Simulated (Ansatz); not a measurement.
The system is AlN.

```xyz
2
Lattice="0.0000 2.1840 2.1840 2.1840 0.0000 2.1840 2.1840 2.1840 0.0000" Properties=species:S:1:pos:R:3 pbc="T T T"
Al    0.0000    0.0000    0.0000
N     1.0920    1.0920    1.0920
```

Measurements of this composition are mostly on another form, of space group No. 186.

Program: Ansatz 0.2.0. Alike in all runs: potentials or basis Ansatz PAW; no spin polarisation; cell as given; k mesh 10 × 10 × 10. Hardware: 2 threads of Intel(R) Xeon(R) Platinum 8488C (Sapphire Rapids) (shared host).

**Question.** Order these runs on this cell by their wall time, lowest first.
A. task Born charges and dielectric tensor; level PBEsol; cutoff (eV) 420; smearing fixed
B. task electron localisation function; level r2SCAN+D3(BJ); cutoff (eV) 500; smearing gaussian 0.1 eV
C. task single point; level BLYP; cutoff (eV) 420; smearing tetrahedron

**Answer.** C (0.65 s), B (1.4 s), A (9.4 s).

Caveats: the dispersion damping was fitted for another functional or another form of the correction (some runs); with tetrahedron occupations forces and stress needn't match the slope of the energy (some runs).

Runs at the PBE level aren't shown here.
